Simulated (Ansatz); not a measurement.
Runs of Ansatz 0.2.0 on InPd. It takes space group Pm-3m (No. 221, cubic). The conventional cell has a = 3.272 Å, b = 3.272 Å, c = 3.272 Å, α = 90.00°, β = 90.00°, γ = 90.00°. In (site symmetry m-3m) has 8 Pd at 2.83 Å as nearest neighbours. Around Pd (site symmetry m-3m) lie 8 In at 2.83 Å. The cell comes from a database or a generator and needn't be the stable form of this composition.

```csv
task,level,spin,cell,k mesh,smearing,points for each segment of the path,gap on the mesh (eV),pressure (GPa),relaxed volume (Å³/atom)
band structure,PBE,off,as given,8 × 8 × 8,fermi-dirac 0.05 eV,14,none,3.6,-
single point,PBE,off,as given,8 × 8 × 8,gaussian 0.011 eV,-,none,3.7,-
relaxation of cell and atoms,PBEsol,off,relaxed,8 × 8 × 8,fermi-dirac 0.05 eV,-,none,0.0,17.11
band structure,PBE,"SOC, no magnetisation",as given,6 × 6 × 6,fermi-dirac 0.05 eV,14,none,3.8,-
band structure,LDA,off,as given,8 × 8 × 8,fermi-dirac 0.05 eV,14,none,-7.1,-
relaxation of cell and atoms,PBE,off,relaxed,8 × 8 × 8,fermi-dirac 0.05 eV,-,none,0.0,18.04
band structure,PBEsol,off,as given,8 × 8 × 8,fermi-dirac 0.05 eV,14,none,(c),-
relaxation of cell and atoms,LDA,off,relaxed,8 × 8 × 8,fermi-dirac 0.05 eV,-,none,0.0,(a)
band structure,LDA,"SOC, no magnetisation",as given,6 × 6 × 6,fermi-dirac 0.05 eV,14,none,(b),-
```

Alike in all rows: potentials or basis Ansatz PAW; cutoff (eV) 420.

Problem. Estimate the missing entries.

Solution. (a) 16.60; (b) -6.9; (c) -3.0.

Caveats: the PAW data sets come from PBE, with cores solved anew for the run's functional, which leaves a small shift of forces and pressure (some runs); spin-orbit coupling is left out, which moves the levels of the heavy elements (some runs); the plane-wave basis is chosen anew once the cell has moved, so the energies of steps on either side of that aren't comparable (some runs).

A k mesh can miss the band edges, and rows without SOC leave out spin-orbit coupling on In, Pd.

A gap of «none» marks a metal or a gap under the smearing width.
